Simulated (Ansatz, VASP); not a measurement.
**One calculation of BaH4, two programs**

The input INCAR:

```
SYSTEM = BaH4
PREC     = Accurate       ! precision mode
ENCUT    = 520            ! plane-wave cutoff, eV
EDIFF    = 1E-7           ! SCF threshold, eV
ISMEAR   = -1             ! smearing method
SIGMA    = 0.05           ! smearing width, eV
LREAL    = .FALSE.        ! projectors in reciprocal space
LASPH    = .TRUE.         ! aspherical terms in the spheres
NELM     = 80             ! most SCF steps
ALGO     = Normal         ! electronic algorithm
ISIF     = 2              ! what is computed and relaxed
LWAVE    = .FALSE.        ! write WAVECAR
LCHARG   = .TRUE.         ! write CHGCAR
GGA      = RE             ! functional
LELF     = .TRUE.         ! ELF
LVHAR    = .TRUE.       
NBANDS   = 15             ! bands
```

Contents of KPOINTS:

```
regular mesh
0
G
  5 5 5
  0 0 0
```

The input POSCAR:

```
BaH4
1.0
    2.2908200000      1.3226000000      3.5362500000
   -2.2908200000      1.3226000000      3.5362500000
    0.0000000000     -2.6452100000      3.5362500000
Ba H
1 4
Direct
    0.0000000000      0.0000000000      0.0000000000
    0.7408700000      0.7408700000      0.7408700000
    0.2591300000      0.2591300000      0.2591300000
    0.4636900000      0.4636900000      0.4636900000
    0.5363100000      0.5363100000      0.5363100000
```

Contents of input.yaml:

```yaml
crystal:
  lattice:
    - [2.29082, 1.3226, 3.53625]
    - [-2.29082, 1.3226, 3.53625]
    - [0.0, -2.64521, 3.53625]
  atoms:
    - { symbol: Ba, position: [0.0, 0.0, 0.0] }
    - { symbol: H, position: [0.74087, 0.74087, 0.74087] }
    - { symbol: H, position: [0.25913, 0.25913, 0.25913] }
    - { symbol: H, position: [0.46369, 0.46369, 0.46369] }
    - { symbol: H, position: [0.53631, 0.53631, 0.53631] }
hamiltonian:
  xc: revpbe
  pseudopotentials: { kind: paw }
kpoints:
  mp_grid: { grid: [5, 5, 5] }
  band_path:
    path:
      - [[0.0, 0.0, 0.0], [0.5, 0.0, 0.0], [0.5, 0.2599238199, -0.2599238199]]
      - [[0.7400761801, 0.5, 0.2599238199], [0.5, 0.5, 0.5], [0.0, 0.0, 0.0], [0.37996191, 0.0, -0.37996191]]
      - [[0.62003809, 0.37996191, 0.0], [0.5, 0.5, 0.0], [0.62003809, 0.62003809, 0.2599238199], [0.5, 0.5, 0.5]]
      - [[0.5, 0.0, 0.0], [0.7400761801, 0.37996191, 0.37996191]]
    npoints: 14
scf:
  occupations: { method: fermi_dirac, width: 0.05 }
  n_extra_bands: 12
output:
  forces: true
  stress: true
  eigenvalues: true
  fatbands: false
```

The cell was built by a generator and needn't be a form met in nature.

Alike in both runs: functional revPBE; k mesh 5 × 5 × 5; occupations fermi-dirac, width 0.05 eV; no spin polarisation.

|  | VASP | Ansatz |
| --- | --- | --- |
| version | VASP 6.6.1 | Ansatz 0.2.0 |
| potentials or method | VASP PAW PBE potentials, release 64 (Ba_sv, H) | Ansatz PAW |
| plane-wave cutoff (eV) | 520 | 420 |
| valence electrons in the cell | 14 | 14 |
| task | single point | band structure |

|  | VASP | Ansatz | Ansatz less VASP |
| --- | --- | --- | --- |
| gap on the k mesh at the Fermi level (eV) | 2.71 | 2.86 | +0.151 |
| least direct gap on the mesh (eV) | 3.21 | 3.28 | +0.064 |
| pressure (GPa) | 1.5 | 1.1 | -0.38 |
| largest component of the traceless stress (GPa) | 0.33 | 0.30 | -0.031 |
| rms of the force components (eV/Å) | 0.083 | 0.077 | -0.0055 |

Atom by atom the forces differ by 0.005 eV/Å (rms over components).

Caveats: spin-orbit coupling is left out, which moves the levels of the heavy elements; the PAW data sets were made with another functional, which shifts forces and pressure a little (VASP); an odd mesh through Γ misses points on the zone boundary, where band edges often lie (VASP); the k mesh misses the band edges, so the gap on the mesh is wider than the one along the path (Ansatz); the PAW data sets come from PBE, with cores solved anew for the run's functional, which leaves a small shift of forces and pressure (Ansatz).
